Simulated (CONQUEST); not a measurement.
Os under changes of volume

One of the cells (15.010 Å³/atom); the others are scaled copies at fixed shape and fractional positions:

```
CELL_PARAMETERS angstrom
2.76886 0.00000 0.00000
0.00000 2.76886 0.00000
0.00000 0.00000 3.91576
ATOMIC_POSITIONS crystal
Os 0.00000 0.00000 0.00000
Os 0.50000 0.50000 0.50000
```

This isn't the form of Os at room conditions, which is hcp.

| Item | Value |
| --- | --- |
| Program | CONQUEST 1.3 |
| Functional | PBE |
| Potentials or basis | PseudoDojo NC PBE, DZP, grid of 32 × 32 × 40 points |
| k mesh | 10 × 10 × 7 |
| Occupations | fermi-dirac, width 0.05 eV |
| Spin | no spin polarisation |

```csv
volume (Å³/atom),energy over the lowest point (meV/atom),pressure (GPa)
13.833,30.09,21.5
14.127,0.00,11.5
15.010,?,?
15.305,34.37,-18.3
15.599,73.25,-23.6
```

Task: What does the run at 15.010 Å³/atom give?

Result: Energy over the lowest point 6.27 meV/atom; pressure -11.8 GPa.

Worked out: A Birch-Murnaghan fit of order 2 (a polynomial in V^(-2/3)) to the other rows has its minimum at 14.52 Å³/atom with B0 = V·E''(V) = 392 GPa. It gives 5.64 meV/atom at 15.010 Å³/atom, against the run's 6.27, and -dE/dV = -12.2 GPa, against -11.8.

Energies are extrapolated to zero smearing.

Caveats: the basis of atomic orbitals isn't converged, which shifts pressures, moduli and gaps; the real-space grid breaks the cell's symmetry a little (some runs).
